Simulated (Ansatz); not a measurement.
## Cd under changes of volume

One of the cells (21.585 Å³/atom); the others are scaled copies at fixed shape and fractional positions:

```
CELL_PARAMETERS angstrom
2.97887 0.00000 0.00000
-1.48944 2.57978 0.00000
0.00000 0.00000 5.61765
ATOMIC_POSITIONS crystal
Cd 0.66667 0.33333 0.75000
Cd 0.33333 0.66667 0.25000
```

```yaml
Program: Ansatz 0.2.0
Functional: PBE
Potentials_or_basis: Ansatz PAW
Cutoff: "420 eV (not typed: the program's choice for these potentials)"
k_mesh: 10 × 10 × 5
Occupations: fermi-dirac, width 0.05 eV
Spin: no spin polarisation
```

```tsv
volume (Å³/atom)	energy over the lowest point (meV/atom)	pressure (GPa)
20.290	?	?
20.722	32.68	5.7
21.154	19.32	4.2
21.585	9.81	2.9
22.017	3.68	1.7
22.449	0.53	0.7
22.880	0.00	-0.2
```

**Question.** What does the run at 20.290 Å³/atom give?

**Answer.** Energy over the lowest point 50.42 meV/atom; pressure 7.4 GPa.

Worked out: A Birch-Murnaghan fit of order 3 (a polynomial in V^(-2/3)) to the other rows has its minimum at 22.76 Å³/atom with B0 = V·E''(V) = 47 GPa and B' = 5.8 at fixed shape and positions, which overstates the stiffness. It gives 50.42 meV/atom at 20.290 Å³/atom, against the run's 50.42, and -dE/dV = 7.5 GPa, against 7.4.

Energies are extrapolated to zero smearing.
